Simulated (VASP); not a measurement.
The system is Zr.

```xyz
2
Lattice="3.2320 0.0000 0.0000 -1.6160 2.7990 0.0000 0.0000 0.0000 5.1470" Properties=species:S:1:pos:R:3 pbc="T T T"
Zr   -0.0078    1.8869    1.3068
Zr    1.6238    0.9121    3.8402
```

The cell isn't the ideal one: atom 2 moved 0.06 Å.

Program: VASP 6.6.1. Alike in all runs: task band structure; no spin polarisation; cell atom 2 moved 0.06 Å; k mesh 9 × 9 × 5; cutoff (eV) 520; smearing fermi-dirac 0.05 eV.

Task: Order these runs on this cell by their pressure, lowest first.
A. level PBEsol; potentials or basis VASP PAW PBE potentials, release 64 (Zr_sv)
B. level SCAN; potentials or basis VASP PAW PBE potentials, release 64 (Zr_sv)
C. level RPBE; potentials or basis VASP PAW PBE potentials, release 64 (Zr_sv)
D. level LDA; potentials or basis VASP PAW LDA potentials, release 64 (Zr_sv)

Result: D (-5.9 GPa), A (-3.2 GPa), B (0.2 GPa), C (2.8 GPa).

Caveats: the PAW data sets were made with another functional, which shifts forces and pressure a little (some runs).
